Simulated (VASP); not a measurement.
# GaN (F-43m) in VASP: notebook

One crystal, GaN, is run at these levels: PBE; tasks: single point.

Program: VASP 6.6.1. These are calculated values, not measurements. Logs are shortened: lines on timing, memory, paths and dates and some standing lists are left out, and cuts for length are marked.

**What was measured.**

From a printed reference work, textbook, for a bulk crystal of GaN at 0 K: band gap 3.299 eV (direct).

The results are compared with them further down.

### Step 1. The crystal as given

The structure is cubic, space group F-43m (No. 216). The conventional cell has a = 4.507 Å, b = 4.507 Å, c = 4.507 Å, α = 90.00°, β = 90.00°, γ = 90.00°. Ga (site symmetry -43m) is surrounded by 4 N at 1.95 Å. N (site symmetry -43m) has 4 Ga at 1.95 Å as nearest neighbours.

The cell is a database's computed one.

### Step 2. Single point, PBE

Input file INCAR:

```
PREC = Accurate
ENCUT = 300
EDIFF = 1E-7
ISMEAR = 0
SIGMA = 0.02
LREAL = F
LASPH = T
NELM = 80
ALGO = Normal
ISIF = 2
LWAVE = F
LCHARG = F
GGA = PE
```

Input file KPOINTS:

```
regular mesh
0
Gamma
  8 8 8
```

Input file POSCAR:

```
GaN
1.0
    0.0000000000      2.2535006100      2.2535006100
    2.2535006100      0.0000000000      2.2535006100
    2.2535006100      2.2535006100      0.0000000000
Ga N
1 1
Direct
    0.0000000000      0.0000000000      0.0000000000
    0.7500000000      0.7500000000      0.7500000000
```

Potentials or basis: VASP PAW PBE potentials, release 64 (Ga_d, N).

Run with:

```console
$ cat potpaw_PBE.64/Ga_d/POTCAR potpaw_PBE.64/N/POTCAR > POTCAR
$ mpirun -np 1 vasp_std > vasp.out
```

OUTCAR:

```text
PREC = Accurate
   ENCUT = 300
   EDIFF = 1E-7
   ISMEAR = 0
   LREAL = F
   LASPH = T
   NELM = 80
   ISIF = 2
   GGA = PE

 ion  position               nearest neighbor table
   1  0.000  0.000  0.000-   2 1.95   2 1.95   2 1.95   2 1.95
   2  0.750  0.750  0.750-   1 1.95   1 1.95   1 1.95   1 1.95

  LATTYP: Found a face centered cubic cell.
 ALAT       =     4.5070012200

  Lattice vectors:

 A1 = (   0.0000000000,   2.2535006100,   2.2535006100)
 A2 = (   2.2535006100,   0.0000000000,   2.2535006100)
 A3 = (   2.2535006100,   2.2535006100,   0.0000000000)

Analysis of symmetry for initial positions (statically):
=====================================================================
 Subroutine PRICEL returns:
 Original cell was already a primitive cell.

 Routine SETGRP: Setting up the symmetry group for a
 face centered cubic supercell.

 Subroutine GETGRP returns: Found 24 space group operations
 (whereof 24 operations were pure point group operations)
 out of a pool of 48 trial point group operations.

The static configuration has the point symmetry T_d .

Analysis of symmetry for dynamics (positions and initial velocities):
=====================================================================
 Subroutine PRICEL returns:
 Original cell was already a primitive cell.

 Routine SETGRP: Setting up the symmetry group for a
 face centered cubic supercell.

 Subroutine GETGRP returns: Found 24 space group operations
 (whereof 24 operations were pure point group operations)
 out of a pool of 48 trial point group operations.

The dynamic configuration has the point symmetry T_d .

 Subroutine INISYM returns: Found 24 space group operations
 (whereof 24 operations are pure point group operations),
 and found     1 'primitive' translations

----------------------------------------------------------------------------------------

                                     Primitive cell

  volume of cell :      22.8877

  direct lattice vectors                    reciprocal lattice vectors
     0.000000000  2.253500610  2.253500610    -0.221877020  0.221877020  0.221877020
     2.253500610  0.000000000  2.253500610     0.221877020 -0.221877020  0.221877020
     2.253500610  2.253500610  0.000000000     0.221877020  0.221877020 -0.221877020

  length of vectors
     3.186931125  3.186931125  3.186931125     0.384302272  0.384302272  0.384302272

  position of ions in fractional coordinates (direct lattice)
     0.000000000  0.000000000  0.000000000
     0.750000000  0.750000000  0.750000000

  ion indices of the primitive-cell ions
   primitive index   ion index
[... 88 lines left out ...]
   EFERMI =   0.00;   METHOD = LEGACY
   ISMEAR =     0;   SIGMA  =   0.02  broadening in eV -4-tet -1-fermi 0-gaus
   EFERMI_NEDOS =   21; number of points for ismear=-14 and -15
   IALGO  =     38    algorithm
   IMIX   =      4    mixing-type and parameters
     AMIX     =   0.40;   BMIX     =  1.00
     AMIX_MAG =   1.60;   BMIX_MAG =  1.00
  volume/ion in A,a.u.               =      11.44        77.23
  Fermi-wavevector in a.u.,A,eV,Ry     =   1.511117  2.855596 31.068543  2.283473
  Thomas-Fermi vector in A             =   2.621216
   LORBIT       =      0    0 simple, 1 ext, 2 COOP (PROOUT), +10 PAW based schemes
   GGA     = PE    functional components
   LHFCALC =     F    Hartree Fock is set to
   AEXX    =    0.0000 exact exchange contribution
   IVDW    =     0    specifies the selected vdW correction
   LEPSILON=     F    determine dielectric tensor
   LRPA    =     F    only Hartree local field effects (RPA)
 non-spin polarized calculation
 Gauss-broadening in eV      SIGMA  =   0.02
  energy-cutoff  :      300.00
  volume of cell :       22.89
 maximum number of plane-waves:       290
 NGX is ok and might be reduce to    18
   NGX =  9   NGY =  9   NGZ =  9

 number of electron      18.0000050 magnetization

 Free energy of the ion-electron system (eV)
  ---------------------------------------------------
  ext. energy  EPLUGINS =         0.00000000
  ---------------------------------------------------
  free energy    TOTEN  =       -12.15310043 eV

  energy without entropy =      -12.15310043  energy(sigma->0) =      -12.15310043

 E-fermi :   5.4537     XC(G=0): -11.6701

 val. band max:        5.2960383294   @ k =   0.0000   0.0000   0.0000
 cond. band min:       6.9310716090   @ k =   0.0000   0.0000   0.0000
 fundamental gap:      1.6350332796
 Fermi energy:         5.4536938117

 k-point     1 :       0.0000    0.0000    0.0000
  band No.  band energies     occupation
      1     -10.7371      2.00000
      2      -8.1193      2.00000
      3      -8.1193      2.00000
      4      -8.1193      2.00000
      5      -7.7950      2.00000
      6      -7.7950      2.00000
      7       5.2960      2.00000
      8       5.2960      2.00000
      9       5.2960      2.00000
     10       6.9311      0.00000
     11      15.5950      0.00000
     12      15.5950      0.00000
     13      15.5950      0.00000
[... 354 lines left out ...]
  band No.  band energies     occupation
      1      -9.6954      2.00000
      2      -8.0129      2.00000
      3      -7.9513      2.00000
      4      -7.8155      2.00000
      5      -7.7624      2.00000
      6      -6.3103      2.00000
      7      -1.1175      2.00000
      8       2.3003      2.00000
      9       3.5450      2.00000
     10      11.9310      0.00000
     11      12.3680      0.00000
     12      15.4625      0.00000
     13      17.0587      0.00000

 [... further k-points ...]

------------------------ aborting loop because EDIFF is reached ----------------------------------------

  FORCE on cell =-STRESS in cart. coord.  units (eV):
  Direction    XX          YY          ZZ          XY          YZ          ZX
  --------------------------------------------------------------------------------------
  -------------------------------------------------------------------------------------
  Total       -1.9012446     -1.9012446     -1.9012446     -0.0000000      0.0000000      0.0000000
  in kB     -133.0900340   -133.0900340   -133.0900340     -0.0000000      0.0000000      0.0000000
  external PRESSURE =    -133.0900340 kB  Pullay stress =       0.0000000 kB

 VOLUME and BASIS-vectors are now :
 -----------------------------------------------------------------------------
  energy-cutoff  :      300.00
  volume of cell :       22.89
      direct lattice vectors                 reciprocal lattice vectors
     0.000000000  2.253500610  2.253500610    -0.221877020  0.221877020  0.221877020
     2.253500610  0.000000000  2.253500610     0.221877020 -0.221877020  0.221877020
     2.253500610  2.253500610  0.000000000     0.221877020  0.221877020 -0.221877020

 POSITION                                       TOTAL-FORCE (eV/Angst)
 -----------------------------------------------------------------------------------
      0.00000      0.00000      0.00000        -0.000000      0.000000      0.000000
      3.38025      3.38025      3.38025         0.000000     -0.000000     -0.000000
 -----------------------------------------------------------------------------------
    total drift:                               -0.000009     -0.000009     -0.000006

  FREE ENERGIE OF THE ION-ELECTRON SYSTEM (eV)
  ---------------------------------------------------
  free  energy   TOTEN  =       -12.1531004304 eV

  energy  without entropy=      -12.1531004304  energy(sigma->0) =      -12.15310043
```

stdout:

```text
POSCAR found type information on POSCAR GaN
 POSCAR found :  2 types and       2 ions
 scaLAPACK will be used
 LDA part: xc-table for (Slater+PW92), standard interpolation
 POSCAR, INCAR and KPOINTS ok, starting setup
 FFT: planning ... GRIDC
 FFT: planning ... GRID_SOFT
 FFT: planning ... GRID
 WAVECAR not read
 entering main loop
```

Wall time 7.3 s (1 thread of Intel Xeon Platinum 8488C (Sapphire Rapids), shared host); peak memory 0.11 GiB.

The run converged, but a check on its numbers failed (symmetry, net force, bounds or a known fault of this set-up), so they aren't taken as properties of the crystal.

Caveat: the cutoff lies under the usual one of these potentials, so the numbers hold a large basis-set error.

### Step 3. Single point, PBE

Changes to INCAR since step 2:

```diff
@@ -1,3 +1,3 @@
 PREC = Accurate
-ENCUT = 300
+ENCUT = 350
 EDIFF = 1E-7
```

KPOINTS is that of step 2.

POSCAR is that of step 2.

Potentials or basis: VASP PAW PBE potentials, release 64 (Ga_d, N).

Run with:

```console
$ cat potpaw_PBE.64/Ga_d/POTCAR potpaw_PBE.64/N/POTCAR > POTCAR
$ mpirun -np 1 vasp_std > vasp.out
```

Run time: 7.1 s. Hardware: 1 thread of Intel Xeon Platinum 8488C (Sapphire Rapids), shared host; peak memory 0.12 GiB.

The run converged, but a check on its numbers failed (symmetry, net force, bounds or a known fault of this set-up), so they aren't taken as properties of the crystal.

Caveat: the cutoff lies under the usual one of these potentials, so the numbers hold a large basis-set error.

### Step 4. Single point, PBE

Changes to INCAR since step 3:

```diff
@@ -1,3 +1,3 @@
 PREC = Accurate
-ENCUT = 350
+ENCUT = 400
 EDIFF = 1E-7
```

KPOINTS is that of step 3.

POSCAR is that of step 3.

Run with:

```console
$ cat potpaw_PBE.64/Ga_d/POTCAR potpaw_PBE.64/N/POTCAR > POTCAR
$ mpirun -np 1 vasp_std > vasp.out
```

Wall time 7.4 s (1 thread of Intel Xeon Platinum 8488C (Sapphire Rapids), shared host); peak memory 0.13 GiB.

Results (log left out):

| Quantity | Value |
| --- | --- |
| Free energy | -12.1422 eV |
| Band gap on the k mesh | 1.71 eV, direct |

Levels at points of the mesh, in eV from the valence-band top:
| k point | band 5 | band 6 | band 7 | band 8 | band 9 | band 10 | band 11 | band 12 | band 13 |
| --- | --- | --- | --- | --- | --- | --- | --- | --- | --- |
| (0.00, 0.00, 0.00) | -13.12 | -13.12 | 0.00 | 0.00 | 0.00 | 1.71 | 10.30 | 10.30 | 10.30 |
| (0.50, 0.00, 0.00) | -13.08 | -11.88 | -7.04 | -0.97 | -0.97 | 4.63 | 8.74 | 10.36 | 10.36 |
| (0.50, 0.50, 0.00) | -13.05 | -11.46 | -6.13 | -2.71 | -2.71 | 3.35 | 6.66 | 11.71 | 13.97 |

Caveat: the cutoff is under 1.25 times the usual one of these potentials, so pressure, stress and relaxed cells hold a basis-set (Pulay) error.

### Step 5. Single point, PBE

Changes to INCAR since step 4:

```diff
@@ -1,3 +1,3 @@
 PREC = Accurate
-ENCUT = 400
+ENCUT = 450
 EDIFF = 1E-7
```

KPOINTS is that of step 4.

POSCAR is that of step 4.

Potentials or basis: VASP PAW PBE potentials, release 64 (Ga_d, N).

Run with:

```console
$ cat potpaw_PBE.64/Ga_d/POTCAR potpaw_PBE.64/N/POTCAR > POTCAR
$ mpirun -np 1 vasp_std > vasp.out
```

OUTCAR:

```text
PREC = Accurate
   ENCUT = 450
   EDIFF = 1E-7
   ISMEAR = 0
   LREAL = F
   LASPH = T
   NELM = 80
   ISIF = 2
   GGA = PE

 ion  position               nearest neighbor table
   1  0.000  0.000  0.000-   2 1.95   2 1.95   2 1.95   2 1.95
   2  0.750  0.750  0.750-   1 1.95   1 1.95   1 1.95   1 1.95

  LATTYP: Found a face centered cubic cell.
 ALAT       =     4.5070012200

  Lattice vectors:

 A1 = (   0.0000000000,   2.2535006100,   2.2535006100)
[... 572 lines left out ...]
------------------------ aborting loop because EDIFF is reached ----------------------------------------

  FORCE on cell =-STRESS in cart. coord.  units (eV):
  Direction    XX          YY          ZZ          XY          YZ          ZX
  --------------------------------------------------------------------------------------
  -------------------------------------------------------------------------------------
  Total        0.6001254      0.6001254      0.6001254      0.0000000      0.0000000      0.0000000
  in kB       42.0096999     42.0096999     42.0096999      0.0000000      0.0000000      0.0000000
  external PRESSURE =      42.0096999 kB  Pullay stress =       0.0000000 kB

 VOLUME and BASIS-vectors are now :
 -----------------------------------------------------------------------------
  energy-cutoff  :      450.00
  volume of cell :       22.89
      direct lattice vectors                 reciprocal lattice vectors
     0.000000000  2.253500610  2.253500610    -0.221877020  0.221877020  0.221877020
     2.253500610  0.000000000  2.253500610     0.221877020 -0.221877020  0.221877020
     2.253500610  2.253500610  0.000000000     0.221877020  0.221877020 -0.221877020

 POSITION                                       TOTAL-FORCE (eV/Angst)
 -----------------------------------------------------------------------------------
      0.00000      0.00000      0.00000         0.000000      0.000000      0.000000
      3.38025      3.38025      3.38025        -0.000000     -0.000000     -0.000000
 -----------------------------------------------------------------------------------
    total drift:                               -0.000002     -0.000002     -0.000001

  FREE ENERGIE OF THE ION-ELECTRON SYSTEM (eV)
  ---------------------------------------------------
  free  energy   TOTEN  =       -12.1453097615 eV

  energy  without entropy=      -12.1453097615  energy(sigma->0) =      -12.14530976
```

OSZICAR:

```text
N       E                     dE             d eps       ncg     rms          rms(c)
DAV:   1     0.829859585527E+02    0.82986E+02   -0.92067E+03   826   0.227E+03
DAV:   2    -0.730034931796E+01   -0.90286E+02   -0.85073E+02   844   0.349E+02
DAV:   3    -0.140352360219E+02   -0.67349E+01   -0.66996E+01   869   0.838E+01
DAV:   4    -0.141408512072E+02   -0.10562E+00   -0.10556E+00   869   0.111E+01
DAV:   5    -0.141424899450E+02   -0.16387E-02   -0.16387E-02   829   0.134E+00    0.771E+00
DAV:   6    -0.121411638997E+02    0.20013E+01   -0.60318E+00  1120   0.483E+01    0.271E+00
DAV:   7    -0.121526355088E+02   -0.11472E-01   -0.35148E-01   764   0.780E+00    0.180E+00
DAV:   8    -0.121498928382E+02    0.27427E-02   -0.67458E-02   862   0.434E+00    0.787E-01
DAV:   9    -0.121450764014E+02    0.48164E-02   -0.21043E-02  1135   0.370E+00    0.188E-01
DAV:  10    -0.121454133665E+02   -0.33697E-03   -0.20780E-03   897   0.769E-01    0.804E-02
DAV:  11    -0.121453038127E+02    0.10955E-03   -0.47196E-04  1113   0.390E-01    0.173E-02
DAV:  12    -0.121453099209E+02   -0.61082E-05   -0.37427E-05   822   0.910E-02    0.103E-02
DAV:  13    -0.121453098094E+02    0.11145E-06   -0.24254E-06   872   0.152E-02    0.229E-03
DAV:  14    -0.121453097615E+02    0.47900E-07   -0.76026E-08   580   0.315E-03
   1 F= -.12145310E+02 E0= -.12145310E+02  d E =-.228108E-22
```

Run time: 6.7 s. Hardware: 1 thread of Intel Xeon Platinum 8488C (Sapphire Rapids), shared host; peak memory 0.13 GiB.

What came out:

| Item | Value |
| --- | --- |
| Free energy | -12.1453 eV |
| Band gap on the k mesh | 1.73 eV, direct |

Caveat: the cutoff is under 1.25 times the usual one of these potentials, so pressure, stress and relaxed cells hold a basis-set (Pulay) error.

### Step 6. Single point, PBE

Changes to INCAR since step 5:

```diff
@@ -1,3 +1,3 @@
 PREC = Accurate
-ENCUT = 450
+ENCUT = 520
 EDIFF = 1E-7
```

KPOINTS is that of step 5.

POSCAR is that of step 5.

Potentials or basis: VASP PAW PBE potentials, release 64 (Ga_d, N).

Run with:

```console
$ cat potpaw_PBE.64/Ga_d/POTCAR potpaw_PBE.64/N/POTCAR > POTCAR
$ mpirun -np 1 vasp_std > vasp.out
```

Wall time 6.6 s (1 thread of Intel Xeon Platinum 8488C (Sapphire Rapids), shared host); peak memory 0.14 GiB.

Results (log left out):

* Free energy: -12.1428 eV
* Pressure: 5.1 GPa
* Band gap on the k mesh: 1.72 eV, direct

Levels at points of the mesh, in eV from the valence-band top:
```
           k point  band 7  band 8  band 9  band 10  band 11  band 12
(0.00, 0.00, 0.00)    0.00    0.00    0.00     1.72    10.30    10.30
(0.50, 0.00, 0.00)   -7.04   -0.97   -0.97     4.64     8.73    10.37
(0.50, 0.50, 0.00)   -6.12   -2.70   -2.70     3.35     6.66    11.71
```

### Step 7. Overview

```csv
cutoff (eV),gap on the mesh (eV)
400,1.71
450,1.73
520,1.72
```

Alike in all rows: task single point; level PBE; potentials or basis VASP PAW PBE potentials, release 64 (Ga_d, N); no spin polarisation; cell as given; k mesh 8 × 8 × 8; smearing gaussian 0.02 eV.

On the cell as given the gap runs from 1.71 eV (PBE) to 1.73 eV (PBE).

Caveats: the cutoff is under 1.25 times the usual one of these potentials, so pressure, stress and relaxed cells hold a basis-set (Pulay) error (some runs).

Absolute energies hang on the potentials; compare differences alone.

### Step 8. How close it comes

Step 4. Measured gap of GaN: 3.299 eV (direct; 0 K; a printed reference work, textbook). This calculation gives 1.71 eV (-1.59 eV). Spin-orbit coupling on Ga is left out. The value is that of PBE, without temperature or zero-point motion. Semilocal functionals fall short of measured gaps as a rule. The cell is a database's relaxed one, not the measured one, which moves gaps too.

Step 5. Against the measured gap of GaN, 3.299 eV (direct; 0 K; a printed reference work, textbook), the calculated 1.73 eV is off by -1.57 eV. Spin-orbit coupling on Ga is left out. The value is that of PBE, without temperature or zero-point motion. Semilocal functionals fall short of measured gaps as a rule. The cell is a database's relaxed one, not the measured one, which moves gaps too.

Step 6. A measured gap of GaN is 3.299 eV (direct; 0 K; a printed reference work, textbook); the calculated 1.72 eV misses it by -1.57 eV. Spin-orbit coupling on Ga is left out. The value is that of PBE, without temperature or zero-point motion. Semilocal functionals fall short of measured gaps as a rule. The cell is a database's relaxed one, not the measured one, which moves gaps too.
